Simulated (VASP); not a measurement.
Set up this calculation in VASP 6.6.1, as the native input.

```
Task                   : relaxation of cell and atoms
Functional             : PBE
Dispersion             : D3(BJ)
Potentials or basis    : VASP PAW PBE potentials, release 64 (Sb)
Cutoff                 : 600 eV
k mesh                 : 10 × 10 × 10
Occupations            : methfessel-paxton, width 0.1 eV
Spin                   : no spin polarisation
Further INCAR settings : ALGO = Normal; EDIFF = 1e-06; IBRION = 2; EDIFFG = -0.01; NSW = 90; ISIF = 3
```

The structure of Sb lies in POSCAR:

```
Sb
1.0
    2.1542000000      1.2437279499      3.7580000000
   -2.1542000000      1.2437279499      3.7580000000
    0.0000000000     -2.4874558998      3.7580000000
Sb
2
Direct
    0.2334900000      0.2334900000      0.2334900000
    0.7665100000      0.7665100000      0.7665100000
```

These files were run (other wordings do the same):

INCAR

```
SYSTEM = Sb
PREC = Accurate
ENCUT = 600
EDIFF = 1E-6
ISMEAR = 1
SIGMA = 0.1
LREAL = .FALSE.
LASPH = .TRUE.
NELM = 80
ALGO = Normal
ISIF = 3
LWAVE = .FALSE.
LCHARG = .FALSE.
GGA = PE
IVDW = 12
IBRION = 2
NSW = 90
EDIFFG = -0.01
KPAR = 4
```

KPOINTS

```
regular mesh
0
G
  10 10 10
  0 0 0
```

Potentials or basis: VASP PAW PBE potentials, release 64 (Sb).

Run with:

```sh
$ cat potpaw_PBE.64/Sb/POTCAR > POTCAR
$ mpirun -np 4 vasp_std > vasp.out
```

Results of the run:

The relaxed volume is 29.79 Å³/atom, the relaxed cell is a = 4.445 Å, b = 4.445 Å, c = 4.445 Å, α = 58.22°, β = 58.22°, γ = 58.22° and the space group after relaxing (to 0.05 Å) is R-3m (No. 166). The energy gained by relaxing is 4.4 meV/atom. The ionic steps are 8, the pressure after relaxing is 0.0 GPa and the largest force after relaxing is 0.006 eV/Å. The band gap on the k mesh is none (metal or under the smearing width) and the dispersion energy per atom is -0.479 eV.

Caveat: pairwise dispersion overbinds metals, which lowers pressure and volume.

Run time: 34 s on 4 MPI ranks on Intel(R) Xeon(R) 6975P-C (Granite Rapids) (shared host), peak memory 0.27 GiB a rank.
